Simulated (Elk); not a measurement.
The cell is the one relaxed in the Materials Project (mp-112), not relaxed further here; entries there can be hypothetical. The listed cell was then made from it by scaling, straining or moving an atom.

A run on Y: DFT, PBE, all-electron APW+lo, Dirac cores, scalar-relativistic bands (Elk 11.2.3 with local patches). The input:

```
tasks
  0
  110
  115
  15

xctype
  20

rgkmax
  8.0

gmaxvr
  16.0

lmaxapw
  10

lmaxo
  7

lmaxi
  3

nrmtscf
  2.0

nempty
  8

epspot
  1e-06

epsengy
  1e-05

maxscl
  120

hmaxvr
  6.0

lradstp
  4

swidth
  0.001

reducebf
  0.5

spinpol
  .true.

tforce
  .true.

sppath
  './'

avec
  6.83725944064 0.00000000000 0.00000000000
  -3.41862972032 5.92124036786 0.00000000000
  0.00000000000 0.00000000000 11.03543312558

atoms
  1
  'Y.in'
  2
  0.333333333333 0.666666666667 0.250000000000   0.000 0.000 -0.500
  0.666666666667 0.333333333333 0.750000000000   0.000 0.000 -0.500

ngridk
  10 10 6
```

Sphere radii set in the species files: Y 2.60 bohr.

Total energy and RMS change of the potential by loop (first and last loops):

```tsv
loop	E (Ha)	RMS ΔV (Ha)
1	-6771.860910	–
2	-6773.654608	2.97e+00
3	-6773.046023	1.50e+00
4	-6772.145587	5.01e-01
5	-6771.639061	1.26e-01
113	-6771.429900	4.74e-05
114	-6771.431433	3.90e-05
115	-6771.429468	2.30e-04
116	-6771.431194	4.90e-05
117	-6771.430192	2.51e-04
118	-6771.431533	1.86e-04
119	-6771.429808	4.43e-04
120	-6771.429467	–
```

Did this run give a result to trust?

No. The loop stopped after 120 iterations without meeting its targets.
